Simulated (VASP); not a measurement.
# TiB2 (P6/mmm) in VASP: density of states with PBE

Aim: the density of states of TiB2 with PBE.

All numbers are computed with VASP 6.6.1; they aren't measurements. Logs are shortened: lines on timing, memory, paths and dates and some standing lists are left out, and cuts for length are marked.

**1. The crystal as given**

Symmetry: P6/mmm, No. 191, hexagonal system. Conventional cell: a = 3.033 Å, b = 3.033 Å, c = 3.225 Å, α = 90.00°, β = 90.00°, γ = 120.00°. Around Ti (site symmetry 6/mmm) lie 12 B at 2.38 Å. Around B (site symmetry -6m2) lie 3 B at 1.75 Å.

**2. Density of states, PBE**

The input, POSCAR:

```
TiB2                                    
1.0
    3.0326325791      0.0000000000      0.0000000000
   -1.5163162895      2.6263368507      0.0000000000
    0.0000000000      0.0000000000      3.2250654530
  Ti              B             
     1     2
Direct
     0.0000000000000000    0.0000000000000000    0.0000000000000000
     0.3333333300000021    0.6666666699999979    0.5000000000000000
     0.6666666699999979    0.3333333300000021    0.5000000000000000
```

The input, INCAR.step1:

```
SYSTEM = TiB2
PREC = Accurate
ENCUT = 520
EDIFF = 1E-7
ISMEAR = 0
SIGMA = 0.1
LREAL = .FALSE.
LASPH = .TRUE.
NELM = 100
ALGO = Normal
ISIF = 2
LWAVE = .FALSE.
LCHARG = .TRUE.
LMAXMIX = 4
GGA = PE
NBANDS = 16
```

The input, KPOINTS.step1:

```
Automatic mesh
0
G
  24 24 18
  0 0 0
```

The input, INCAR.step2:

```
SYSTEM = TiB2
PREC = Accurate
ENCUT = 520
EDIFF = 1E-7
ISMEAR = -5
SIGMA = 0.1
LREAL = .FALSE.
LASPH = .TRUE.
NELM = 100
ALGO = Normal
ISIF = 2
LWAVE = .FALSE.
LCHARG = .FALSE.
LMAXMIX = 4
GGA = PE
LORBIT = 11
NBANDS = 16
NEDOS = 1001
ICHARG = 11
```

The input, KPOINTS.step2:

```
Automatic mesh
0
G
  36 36 27
  0 0 0
```

Potentials or basis: VASP PAW PBE potentials, release 64 (Ti_sv, B).

Command:

```sh
> cat potpaw_PBE.64/Ti_sv/POTCAR potpaw_PBE.64/B/POTCAR > POTCAR
> cp INCAR.step1 INCAR
> cp KPOINTS.step1 KPOINTS
> mpirun -np 1 vasp_std > vasp.out
> cp INCAR.step2 INCAR
> cp KPOINTS.step2 KPOINTS
> mpirun -np 1 vasp_std > vasp.out
```

OUTCAR:

```text
SYSTEM = TiB2
   PREC = Accurate
   ENCUT = 520
   EDIFF = 1E-7
   ISMEAR = -5
   LREAL = .FALSE.
   LASPH = .TRUE.
   NELM = 100
   ISIF = 2
   GGA = PE
   LORBIT = 11
   ICHARG = 11

 ion  position               nearest neighbor table
   1  0.000  0.000  0.000-   2 2.38   3 2.38   2 2.38   3 2.38   2 2.38   2 2.38   3 2.38   3 2.38
                             3 2.38   3 2.38   2 2.38   2 2.38
   2  0.333  0.667  0.500-   3 1.75   3 1.75   3 1.75   1 2.38   1 2.38   1 2.38   1 2.38   1 2.38
                             1 2.38
   3  0.667  0.333  0.500-   2 1.75   2 1.75   2 1.75   1 2.38   1 2.38   1 2.38   1 2.38   1 2.38
                             1 2.38

  LATTYP: Found a hexagonal cell.
 ALAT       =     3.0326325791
 C/A-ratio  =     1.0634540680

  Lattice vectors:

 A1 = (   3.0326325791,   0.0000000000,   0.0000000000)
 A2 = (  -1.5163162895,   2.6263368507,   0.0000000000)
 A3 = (   0.0000000000,   0.0000000000,   3.2250654530)

Analysis of symmetry for initial positions (statically):
=====================================================================
 Subroutine PRICEL returns:
 Original cell was already a primitive cell.

 Routine SETGRP: Setting up the symmetry group for a
 hexagonal supercell.

 Subroutine GETGRP returns: Found 24 space group operations
 (whereof 24 operations were pure point group operations)
 out of a pool of 24 trial point group operations.

The static configuration has the point symmetry D_6h.

Analysis of symmetry for dynamics (positions and initial velocities):
=====================================================================
 Subroutine PRICEL returns:
 Original cell was already a primitive cell.

 Routine SETGRP: Setting up the symmetry group for a
 hexagonal supercell.

 Subroutine GETGRP returns: Found 24 space group operations
 (whereof 24 operations were pure point group operations)
 out of a pool of 24 trial point group operations.

The dynamic configuration has the point symmetry D_6h.

 Subroutine INISYM returns: Found 24 space group operations
 (whereof 24 operations are pure point group operations),
 and found     1 'primitive' translations

----------------------------------------------------------------------------------------

                                     Primitive cell

  volume of cell :      25.6867

  direct lattice vectors                    reciprocal lattice vectors
     3.032632579  0.000000000  0.000000000     0.329746507  0.190379235  0.000000000
    -1.516316289  2.626336851  0.000000000     0.000000000  0.380758470  0.000000000
     0.000000000  0.000000000  3.225065453     0.000000000  0.000000000  0.310071226
[... 102 lines left out ...]
   EFERMI =   0.00;   METHOD = LEGACY
   ISMEAR =    -5;   SIGMA  =   0.10  broadening in eV -4-tet -1-fermi 0-gaus
   EFERMI_NEDOS =   21; number of points for ismear=-14 and -15
   IALGO  =     38    algorithm
   IMIX   =      4    mixing-type and parameters
     AMIX     =   0.40;   BMIX     =  1.00
     AMIX_MAG =   1.60;   BMIX_MAG =  1.00
  volume/ion in A,a.u.               =       8.56        57.78
  Fermi-wavevector in a.u.,A,eV,Ry     =   1.454106  2.747862 28.768490  2.114424
  Thomas-Fermi vector in A             =   2.571295
   LORBIT       =     11    0 simple, 1 ext, 2 COOP (PROOUT), +10 PAW based schemes
   GGA     = PE    functional components
   LHFCALC =     F    Hartree Fock is set to
   AEXX    =    0.0000 exact exchange contribution
   IVDW    =     0    specifies the selected vdW correction
   LEPSILON=     F    determine dielectric tensor
   LRPA    =     F    only Hartree local field effects (RPA)
 non-spin polarized calculation
 Fermi weights with tetrahedron method with Bloechl corrections
  energy-cutoff  :      520.00
  volume of cell :       25.69
 maximum number of plane-waves:       720
 NGX is ok and might be reduce to    24

 number of electron      18.0000001 magnetization

 Free energy of the ion-electron system (eV)
  ---------------------------------------------------
  ext. energy  EPLUGINS =         0.00000000
  ---------------------------------------------------
  free energy    TOTEN  =       -24.42910341 eV

  energy without entropy =      -24.42910341  energy(sigma->0) =      -24.42910341

 E-fermi :  10.0500     XC(G=0): -12.7633

 val. band max:       10.0747736749   @ k =   0.0556   0.0556   0.2963
 cond. band min:       9.9913130077   @ k =   0.1389   0.1111   0.2222
 fundamental gap:     -0.0834606672
 Fermi energy:        10.0500143642

 k-point     1 :       0.0000    0.0000    0.0000
  band No.  band energies     occupation
      1     -46.9699      2.00000
      2     -23.3215      2.00000
      3     -23.0085      2.00000
      4     -23.0085      2.00000
      5      -3.5130      2.00000
      6       7.3732      2.00000
[... 433 lines left out ...]
      3     -23.0974      2.00000
      4     -23.0291      2.00000
      5      -3.0587      2.00000
      6       6.1830      2.00000
[... 8 lines left out ...]
     15      17.7935      0.00000
     16      18.3492      0.00000

 [... further k-points ...]

------------------------ aborting loop because EDIFF is reached ----------------------------------------

  FORCE on cell =-STRESS in cart. coord.  units (eV):
  Direction    XX          YY          ZZ          XY          YZ          ZX
  --------------------------------------------------------------------------------------
  -------------------------------------------------------------------------------------
  Total        0.0052773      0.0052773     -0.0011980      0.0000000     -0.0000000     -0.0000000
  in kB        0.3291628      0.3291628     -0.0747251      0.0000000     -0.0000000     -0.0000000
  external PRESSURE =       0.1945335 kB  Pullay stress =       0.0000000 kB

 VOLUME and BASIS-vectors are now :
 -----------------------------------------------------------------------------
  energy-cutoff  :      520.00
  volume of cell :       25.69
      direct lattice vectors                 reciprocal lattice vectors
     3.032632579  0.000000000  0.000000000     0.329746507  0.190379235  0.000000000
    -1.516316289  2.626336851  0.000000000     0.000000000  0.380758470  0.000000000
     0.000000000  0.000000000  3.225065453     0.000000000  0.000000000  0.310071226

 POSITION                                       TOTAL-FORCE (eV/Angst)
 -----------------------------------------------------------------------------------
      0.00000      0.00000      0.00000         0.000000     -0.000000      0.000000
     -0.00000      1.75089      1.61253        -0.000000     -0.000000      0.000000
      1.51632      0.87545      1.61253         0.000000      0.000000     -0.000000
 -----------------------------------------------------------------------------------
    total drift:                                0.000000     -0.000000     -0.000000

  FREE ENERGIE OF THE ION-ELECTRON SYSTEM (eV)
  ---------------------------------------------------
  free  energy   TOTEN  =       -24.4291034111 eV

  energy  without entropy=      -24.4291034111  energy(sigma->0) =      -24.42910341

 total charge

# of ion       s       p       d       tot
------------------------------------------
    1        2.176   6.209   2.033  10.417
    2        0.686   1.323   0.000   2.010
    3        0.686   1.323   0.000   2.010
--------------------------------------------------
tot          3.549   8.855   2.033  14.436
```

OUTCAR.step1:

```text
SYSTEM = TiB2
   PREC = Accurate
   ENCUT = 520
   EDIFF = 1E-7
   ISMEAR = 0
   LREAL = .FALSE.
   LASPH = .TRUE.
   NELM = 100
[... 685 lines left out ...]
      0.00000      0.00000      0.00000        -0.000000      0.000000     -0.000000
     -0.00000      1.75089      1.61253         0.000000      0.000000     -0.000000
      1.51632      0.87545      1.61253        -0.000000     -0.000000      0.000000
 -----------------------------------------------------------------------------------
    total drift:                                0.000000     -0.000000     -0.000000

  FREE ENERGIE OF THE ION-ELECTRON SYSTEM (eV)
  ---------------------------------------------------
  free  energy   TOTEN  =       -24.4301857185 eV

  energy  without entropy=      -24.4281656385  energy(sigma->0) =      -24.42917568
```

OSZICAR.step1:

```text
N       E                     dE             d eps       ncg     rms          rms(c)
DAV:   1     0.121480971500E+03    0.12148E+03   -0.90139E+03 19536   0.128E+03
DAV:   2    -0.224117219089E+02   -0.14389E+03   -0.13899E+03 21104   0.342E+02
DAV:   3    -0.294313256753E+02   -0.70196E+01   -0.69568E+01 28600   0.731E+01
DAV:   4    -0.295781096471E+02   -0.14678E+00   -0.14670E+00 23440   0.956E+00
DAV:   5    -0.295821331519E+02   -0.40235E-02   -0.40234E-02 28360   0.132E+00    0.167E+01
DAV:   6    -0.244442036784E+02    0.51379E+01   -0.20704E+01 28216   0.484E+01    0.381E+00
DAV:   7    -0.244296607032E+02    0.14543E-01   -0.10653E+00 20952   0.118E+01    0.336E+00
DAV:   8    -0.244322059058E+02   -0.25452E-02   -0.83188E-02 32312   0.242E+00    0.789E-01
DAV:   9    -0.244307081271E+02    0.14978E-02   -0.35921E-02 24568   0.240E+00    0.271E-01
DAV:  10    -0.244301712662E+02    0.53686E-03   -0.28322E-03 26056   0.641E-01    0.613E-02
DAV:  11    -0.244301963119E+02   -0.25046E-04   -0.40485E-04 27688   0.220E-01    0.491E-02
DAV:  12    -0.244301862652E+02    0.10047E-04   -0.62378E-05 22984   0.100E-01    0.925E-03
DAV:  13    -0.244301857426E+02    0.52259E-06   -0.33943E-06 23872   0.177E-02    0.309E-03
DAV:  14    -0.244301857185E+02    0.24166E-07   -0.34556E-07 23432   0.499E-03
   1 F= -.24430186E+02 E0= -.24429176E+02  d E =-.202008E-02
```

Run time: 4.3 min. Hardware: 1 thread of Intel Xeon 6975P-C (Granite Rapids), shared host; peak memory 0.84 GiB.

Results:

```yaml
Valence_electrons_inside_the_program's_atomic_spheres: Ti 10.42; B 2.01
```

Levels at points of the mesh, in eV from the Fermi level:
```csv
k point,band 6,band 7,band 8,band 9,band 10,band 11,band 12,band 13
"(0.00, 0.00, 0.00)",-2.68,-2.68,-2.37,-2.17,1.82,1.82,3.59,3.59
"(0.50, 0.00, 0.00)",-9.30,-3.34,-3.27,-2.33,1.27,2.67,3.14,3.31
```

States per cell in windows of 0.5 eV (zero at the Fermi level; states under -8 eV left out):
| from (eV) | total | Ti1_d | B2_p | B3_p | B2_s | B3_s | Ti1_p |
| --- | --- | --- | --- | --- | --- | --- | --- |
| -8.0 | 0.29 | 0.02 | 0.04 | 0.04 | 0.04 | 0.04 | 0.01 |
| -7.5 | 0.30 | 0.03 | 0.04 | 0.04 | 0.03 | 0.03 | 0.01 |
| -7.0 | 0.26 | 0.02 | 0.04 | 0.04 | 0.02 | 0.02 | 0.01 |
| -6.5 | 0.35 | 0.03 | 0.06 | 0.06 | 0.02 | 0.02 | 0.01 |
| -6.0 | 0.46 | 0.05 | 0.09 | 0.09 | 0.02 | 0.02 | 0.02 |
| -5.5 | 0.45 | 0.05 | 0.09 | 0.09 | 0.01 | 0.01 | 0.02 |
| -5.0 | 0.60 | 0.09 | 0.12 | 0.12 | 0.01 | 0.01 | 0.02 |
| -4.5 | 0.59 | 0.09 | 0.12 | 0.12 | 0.01 | 0.01 | 0.02 |
| -4.0 | 0.80 | 0.14 | 0.16 | 0.16 | 0.01 | 0.01 | 0.04 |
| -3.5 | 1.11 | 0.27 | 0.19 | 0.19 | 0.00 | 0.00 | 0.06 |
| -3.0 | 0.76 | 0.24 | 0.12 | 0.12 | 0.00 | 0.00 | 0.02 |
| -2.5 | 0.43 | 0.19 | 0.05 | 0.05 | 0.00 | 0.00 | 0.01 |
| -2.0 | 0.51 | 0.26 | 0.04 | 0.04 | 0.00 | 0.00 | 0.01 |
| -1.5 | 0.37 | 0.20 | 0.03 | 0.03 | 0.00 | 0.00 | 0.00 |
| -1.0 | 0.29 | 0.17 | 0.02 | 0.02 | 0.00 | 0.00 | 0.00 |
| -0.5 | 0.12 | 0.08 | 0.01 | 0.01 | 0.00 | 0.00 | 0.00 |
| 0.0 | 0.32 | 0.22 | 0.02 | 0.02 | 0.00 | 0.00 | 0.00 |
| 0.5 | 0.42 | 0.30 | 0.02 | 0.02 | 0.00 | 0.00 | 0.00 |
| 1.0 | 0.77 | 0.56 | 0.04 | 0.04 | 0.00 | 0.00 | 0.00 |
| 1.5 | 0.91 | 0.66 | 0.04 | 0.04 | 0.01 | 0.01 | 0.00 |
| 2.0 | 1.36 | 1.07 | 0.05 | 0.05 | 0.01 | 0.01 | 0.01 |
| 2.5 | 1.51 | 1.22 | 0.06 | 0.06 | 0.01 | 0.01 | 0.01 |
| 3.0 | 0.97 | 0.71 | 0.06 | 0.06 | 0.01 | 0.01 | 0.01 |
| 3.5 | 0.63 | 0.41 | 0.04 | 0.04 | 0.02 | 0.02 | 0.01 |
| 4.0 | 0.75 | 0.50 | 0.05 | 0.05 | 0.02 | 0.02 | 0.01 |
| 4.5 | 0.33 | 0.20 | 0.02 | 0.02 | 0.01 | 0.01 | 0.01 |
| 5.0 | 0.41 | 0.21 | 0.04 | 0.04 | 0.01 | 0.01 | 0.01 |
| 5.5 | 0.40 | 0.18 | 0.05 | 0.05 | 0.01 | 0.01 | 0.01 |
| 6.0 | 0.52 | 0.18 | 0.08 | 0.08 | 0.01 | 0.01 | 0.02 |
| 6.5 | 0.61 | 0.16 | 0.10 | 0.10 | 0.02 | 0.02 | 0.02 |
| 7.0 | 0.62 | 0.13 | 0.10 | 0.10 | 0.03 | 0.03 | 0.02 |
| 7.5 | 0.70 | 0.13 | 0.07 | 0.07 | 0.06 | 0.06 | 0.02 |

Caveat: tetrahedron occupations give inexact forces and stress in metals.
